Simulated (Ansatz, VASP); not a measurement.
**One calculation of Pt, two programs**

```xyz
1
Lattice="0.0000 1.9600 1.9600 1.9600 0.0000 1.9600 1.9600 1.9600 0.0000" Properties=species:S:1:pos:R:3 pbc="T T T"
Pt    0.0000    0.0000    0.0000
```

Alike in both runs: task relaxation of cell and atoms; functional PBE; k mesh 36 × 36 × 36; occupations gaussian, width 0.1 eV; no spin polarisation.

```csv
,VASP,Ansatz
version,VASP 6.6.1,Ansatz 0.2.0
potentials or method,"VASP PAW PBE potentials, release 64 (Pt)","scalar-relativistic, plane waves, PAW"
plane-wave cutoff (eV),600,420
valence electrons in the cell,10,18
```

VASP gave:

```
gap on the k mesh at the Fermi level, each at its own relaxed structure (eV) : none
relaxed volume (Å³/atom)                                                     : 15.62
relaxed cell length with the largest relative difference (Å)                 : 2.806
energy change over the relaxation (meV/atom)                                 : -17
```

**Question.** What did Ansatz give for the same quantities?

**Answer.** gap on the k mesh at the Fermi level, each at its own relaxed structure (eV): none; relaxed volume (Å³/atom): 15.64; relaxed cell length with the largest relative difference (Å): 2.807; energy change over the relaxation (meV/atom): -18.

A gap of «none» marks a metal or a gap that the smearing closes. The two sets of potentials don't hold the same shells in valence.

The runs have no spin-orbit coupling, so splittings on Pt are missing.
